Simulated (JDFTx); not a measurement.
The system is CuO.

```
Cu O
1.0
     2.55255    0.00000    0.00000
     0.00000    2.55255    0.00000
     0.00000    0.00000    2.55255
Cu O
1 1
Direct
  0.00000 0.00000 0.00000
  0.50000 0.50000 0.50000
```

Measurements of this composition are mostly on another form, of space group No. 15.

| Quantity | Value |
| --- | --- |
| Program | JDFTx 1.7.0 (patched build) |
| Task | relaxation of cell and atoms |
| Functional | PBE |
| Potentials or basis | SG15-PBE-1.2 with smoothed tails |
| Cutoff | 1361 eV |
| Density cutoff | 10885 eV |
| k mesh | 6 × 6 × 6 |
| Occupations | fermi-dirac, width 0.05 eV |
| Spin | no spin polarisation |

At the start: pressure 20.8 GPa; volume 8.32 Å³/atom.

How do energy, volume and symmetry change on relaxing?

Over 7 steps the energy falls by 49.6 meV/atom and the volume is 9.16 Å³/atom (+10.1 %); space group Pm-3m (No. 221, to 0.05 Å).

Step by step:
| step | energy change (eV) | largest force (eV/Å) | pressure (GPa) | volume (Å³) |
| --- | --- | --- | --- | --- |
| 1 | 0.0000 | 0.0000 | 20.75 | 16.63 |
| 2 | -0.0206 | 0.0000 | 18.10 | 16.80 |
| 3 | -0.0971 | 0.0000 | 2.54 | 18.05 |
| 4 | -0.0991 | 0.0000 | 0.43 | 18.27 |
| 5 | -0.0991 | 0.0000 | 0.06 | 18.30 |
| 6 | -0.0991 | 0.0000 | 0.01 | 18.31 |
| 7 | -0.0991 | 0.0000 | 0.00 | 18.31 |

Final structure:
```yaml
crystal:
  lattice:
    - [2.63573, 0.00000, 0.00000]
    - [0.00000, 2.63573, 0.00000]
    - [0.00000, 0.00000, 2.63573]
  atoms:
    - { symbol: Cu, position: [0.00000, 0.00000, 0.00000] }
    - { symbol: O, position: [0.50000, 0.50000, 0.50000] }
```

Caveat: the k mesh is coarse (spacing up to 0.41 Å⁻¹), so the values aren't converged; the plane waves are those of the starting cell, so after so large a change of volume the result is rough; an odd number of electrons without spin polarisation forces a metal; a magnetic or distorted state may lie lower; the run has no spin polarisation, though such a crystal can be magnetic.
